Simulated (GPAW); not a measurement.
Crystal: Hf2N.

```
Hf N
1.0
     5.31312    0.00000    0.00000
     0.00000    5.31312    0.00000
     0.00000    0.00000    3.24210
Hf N
4 2
Direct
  0.20446 0.79554 0.50000
  0.79554 0.20446 0.50000
  0.70446 0.70446 0.00000
  0.29554 0.29554 0.00000
  0.50000 0.50000 0.50000
  0.00000 0.00000 0.00000
```

The cell comes from a database or a generator and needn't be the stable form of this composition.

Base run:

| Quantity | Value |
| --- | --- |
| Program | GPAW 26.7.0 |
| Functional | r2SCAN |
| Potentials or basis | GPAW PAW data sets (gpaw-data 1.2.1) |
| Cutoff | 800 eV |
| Basis | pw |
| k mesh | 4 × 4 × 6 |
| Occupations | fermi-dirac, width 0.05 eV |
| Spin | no spin polarisation |

Its results: pressure 2.2 GPa; largest force 0.113 eV/Å.

Question: The run is repeated on the same cell with these changes: functional from r2SCAN to LDA; potentials or basis from GPAW PAW data sets (gpaw-data 1.2.1) to the program's PAW data sets (release 1.2.1) made for this functional. What comes out?

Answer: Pressure -7.4 GPa; largest force 0.028 eV/Å.

Caveats: the PAW data sets were made with another functional, which shifts forces and pressure a little (some runs).

Not every run made on this cell is shown here.
